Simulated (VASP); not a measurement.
Here is the system:

```yaml
crystal:
  lattice:
    - [6.27176, 0.00000, 0.00000]
    - [0.00000, 6.27176, 0.00000]
    - [0.00000, 0.00000, 6.27176]
  atoms:
    - { symbol: Cs, position: [0.00000, 0.00000, 0.00000] }
    - { symbol: Pb, position: [0.50000, 0.50000, 0.50000] }
    - { symbol: I, position: [0.50000, 0.00000, 0.50000] }
    - { symbol: I, position: [0.00000, 0.50000, 0.50000] }
    - { symbol: I, position: [0.50000, 0.50000, 0.00000] }
```

The numbers are results of SCAN meta-GGA, VASP's PBE PAW potentials (set 64) (plane waves; VASP), not measurements. Numerical set-up: 520 eV cut-off, 4×4×4 Γ-centred mesh, tetrahedra with Blöchl corrections, potentials Cs_sv Pb_d I.

Unless said otherwise, spin-orbit coupling is left out, though it shifts the bands of the heavy elements here.

### Question
Give the energies of bands 14 to 25 at the high-symmetry points, in eV from the valence-band maximum.

### Answer

| band | Γ | X | M | R |
|---|---|---|---|---|
| 14 | -3.93 | -3.81 | -3.65 | -2.50 |
| 15 | -3.93 | -3.81 | -2.65 | -2.50 |
| 16 | -3.93 | -2.31 | -1.97 | -2.50 |
| 17 | -1.61 | -1.82 | -1.97 | -1.59 |
| 18 | -1.61 | -1.82 | -1.88 | -1.59 |
| 19 | -1.61 | -1.76 | -1.88 | -1.03 |
| 20 | -1.47 | -1.58 | -1.60 | -1.03 |
| 21 | -1.47 | -1.58 | -1.05 | -1.03 |
| 22 | -1.47 | -1.03 | -0.51 | 0.00 |
| 23 | 3.40 | 2.21 | 1.89 | 1.46 |
| 24 | 4.29 | 4.92 | 1.89 | 1.46 |
| 25 | 4.29 | 5.06 | 5.08 | 1.46 |

The gap is direct, 1.46 eV, from the valence maximum at R to the conduction minimum at R.

The compound is CsPbI3 in the cubic perovskite structure, the ideal cubic form; the compound distorts at low or room temperature. It was relaxed first.
